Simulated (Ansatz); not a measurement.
Input and command of a plane-wave DFT calculation in Ansatz:

```yaml
crystal:
  lattice:
    - [0.0, 3.1952307402, 3.1952307402]
    - [3.1952307402, 0.0, 3.1952307402]
    - [3.1952307402, 3.1952307402, 0.0]
  atoms:
    - { symbol: Hg, position: [0.0, 0.0, 0.0] }
    - { symbol: Se, position: [0.25, 0.25, 0.25] }
basis:
  ecutwfc: 420
kpoints:
  mp_grid: { grid: [6, 6, 6] }
hamiltonian:
  xc: pbe
scf:
  occupations: { method: gaussian, width: 0.05 }
output:
  forces: true
  stress: true
  eigenvalues: true
```

```bash
ansatz run input.yaml --threads 1 --pin off --max-ram 1228MiB --backend cpu --events-out ev --progress --plain --runs-dir out
```

Processor: Arm Neoverse V2, 1 thread, on a host shared with other jobs.

Q: Estimate time, memory and problem size.

A: About 2.1 s on 1 thread of Arm Neoverse V2, on a shared host, peak memory 0.32 GiB. It solves 22 bands at 16 k points (the mesh reduced by symmetry) with about 1243 plane waves, in 6 SCF iterations.
